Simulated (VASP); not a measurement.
BeTe:

```
Te Be
1.0
     0.00000    2.77000    2.77000
     2.77000    0.00000    2.77000
     2.77000    2.77000    0.00000
Te Be
1 1
Direct
  0.75000 0.75000 0.75000
  0.00000 0.00000 0.00000
```

```yaml
Program: VASP 6.6.1
Task: relaxation of cell and atoms
Functional: optB86b-vdW
Potentials_or_basis: VASP PAW PBE potentials, release 64 (Te, Be)
Cutoff: 600 eV
k_mesh: 8 × 8 × 8
Occupations: fermi-dirac, width 0.05 eV
Spin: no spin polarisation
```

At the start: pressure 4.0 GPa; volume 21.25 Å³/atom.

**Question.** Where does the relaxation end?

**Answer.** Over 3 steps the energy falls by 15.4 meV/atom and the volume is 22.57 Å³/atom (+6.2 %); space group F-43m (No. 216, to 0.05 Å).

Step by step:
| step | energy change (eV) | largest force (eV/Å) | pressure (GPa) | volume (Å³) |
| --- | --- | --- | --- | --- |
| 1 | 0.0000 | 0.0000 | 3.95 | 42.51 |
| 2 | -0.0291 | 0.0000 | -0.84 | 45.82 |
| 3 | -0.0309 | 0.0000 | 0.01 | 45.13 |

Final structure:
```
Te Be
1.0
     0.00000    2.82592    2.82592
     2.82592    0.00000    2.82592
     2.82592    2.82592    0.00000
Te Be
1 1
Direct
  0.75000 0.75000 0.75000
  0.00000 0.00000 0.00000
```

Caveat: the PAW data sets were made with another functional, which shifts forces and pressure a little.
